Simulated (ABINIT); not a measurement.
TaN:

```
Ta N
1.0
     0.00000    2.49114    2.49114
     2.49114    0.00000    2.49114
     2.49114    2.49114    0.00000
Ta N
1 1
Cartesian
  0.0000 0.0000 0.0000
  1.2456 1.2456 1.2456
```

The cell comes from a database or a generator and needn't be the stable form of this composition.

Base run:

- Program: ABINIT 10.8.3 (patched build)
- Functional: PBE
- Potentials or basis: JTH PAW PBE v2.0
- Cutoff: 707 eV
- k mesh: 9 × 9 × 9
- Occupations: fermi-dirac, width 0.05 eV
- Spin: no spin polarisation

Its results: band gap on the k mesh none (metal or under the smearing width); pressure -25.5 GPa.

Q: The run is repeated on the same cell with these changes: potentials or basis from JTH PAW PBE v2.0 to PseudoDojo NC SR PBE v0.4.1 standard; cutoff from 707 eV to 952 eV; k mesh from 9 × 9 × 9 to 7 × 7 × 7. What comes out?

A: Band gap on the k mesh none (metal or under the smearing width); pressure -26.0 GPa.

Caveats: so large a pressure means that the cell lies far from this level's equilibrium, or that cutoff or potentials fall short.

Not every run made on this cell is shown here.
